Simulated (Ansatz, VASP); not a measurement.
## Two plane-wave programs on Ir

The input INCAR:

```
SYSTEM = Ir
ALGO     = Normal         ! electronic algorithm
EDIFF    = 1E-7           ! SCF threshold, eV
ENCUT    = 520            ! plane-wave cutoff, eV
ISIF     = 2              ! what is computed and relaxed
ISMEAR   = -1             ! smearing method
LASPH    = .TRUE.         ! aspherical terms in the spheres
LCHARG   = .TRUE.         ! write CHGCAR
LELF     = .TRUE.         ! ELF
LREAL    = .FALSE.        ! projectors in reciprocal space
LVHAR    = .TRUE.       
LWAVE    = .FALSE.        ! write WAVECAR
NBANDS   = 16             ! bands
NELM     = 100            ! most SCF steps
PREC     = Accurate       ! precision mode
SIGMA    = 0.1            ! smearing width, eV
```

The input KPOINTS:

```
k-points
0
G
  17 17 10
  0 0 0
```

POSCAR

```
Ir
1.0
   -2.5133536627      2.1574066975      1.3286197501
    2.1574066975     -2.5133536627      1.3286197501
    2.8831642338      2.8831642338     -1.9805372687
Ir
2
Direct
    0.9780084481      0.0219915519      0.0000000000
    0.7719915519      0.2280084481      0.5000000000
```

Input for Ansatz:

```yaml
crystal:
  lattice:
    - [-2.5133536627, 2.1574066975, 1.3286197501]
    - [2.1574066975, -2.5133536627, 1.3286197501]
    - [2.8831642338, 2.8831642338, -1.9805372687]
  atoms:
    - { symbol: Ir, position: [0.9780084481, 0.0219915519, 0.0] }
    - { symbol: Ir, position: [0.7719915519, 0.2280084481, 0.5] }
hamiltonian:
  xc: lda
  pseudopotentials:
    kind: paw
    azcp:
      Ir: "pseudopotentials/Ir.paw.azcp"
basis:
  ecutwfc: 420
  fft_grid_basis: typed
kpoints:
  mp_grid: { grid: [17, 17, 10], shift: [0, 0, 0] }
magnetization:
  spin_polarized: false
scf:
  occupations: { method: fermi_dirac, width: 0.1 }
  lower_state_search: "off"
output:
  stress: true
```

Alike in both runs: task single point; functional LDA; k mesh 17 × 17 × 10; occupations fermi-dirac, width 0.1 eV; no spin polarisation.

|  | VASP | Ansatz |
| --- | --- | --- |
| version | VASP 6.6.1 | Ansatz 0.2.0 |
| potentials or method | VASP PAW LDA potentials, release 64 (Ir) | plane waves (420 eV) with PAW, scalar-relativistic |
| plane-wave cutoff (eV) | 520 | 420 |
| valence electrons in the cell | 18 | 34 |

VASP gave:

```
pressure (GPa)                                  : -20.3
largest component of the traceless stress (GPa) : 1.83
```

Q: Estimate Ansatz's values.

A: Pressure (GPa): -21.8; largest component of the traceless stress (GPa): 2.01.

The two sets of potentials don't hold the same shells in valence. Ansatz warned: «pseudo_functional_mismatch».

Caveats: so large a pressure means that the cell lies far from this level's equilibrium, or that cutoff or potentials fall short (VASP). The runs have no spin-orbit coupling, so splittings on Ir are missing.
